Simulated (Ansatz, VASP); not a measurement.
# C in VASP and in Ansatz

```xyz
1
Lattice="-1.1865 1.1865 1.1865 1.1865 -1.1865 1.1865 1.1865 1.1865 -1.1865" Properties=species:S:1:pos:R:3 pbc="T T T"
C     0.0000    0.0000    0.0000
```

Alike in both runs: functional PBE; k mesh 32 × 32 × 32; occupations gaussian, width 0.1 eV; no spin polarisation.

Ansatz relaxed the structure, and its values are those at the end. VASP's run is a single point on that final structure, the one shown.

```csv
,VASP,Ansatz
version,VASP 6.6.1,Ansatz 0.2.0
potentials or method,"VASP PAW PBE potentials, release 64 (C)","scalar-relativistic, plane waves, PAW"
plane-wave cutoff (eV),520,420
valence electrons in the cell,4,4
```

Ansatz gave:

- gap on the k mesh at the Fermi level (eV): none
- pressure (GPa): 0.0

Task: What did VASP give for the same quantities?

Result: gap on the k mesh at the Fermi level (eV): none; pressure (GPa): 0.1.

A gap of «none» marks a metal or a gap that the smearing closes. With one functional, cell and mesh, what is left measures potentials, basis and numerics.
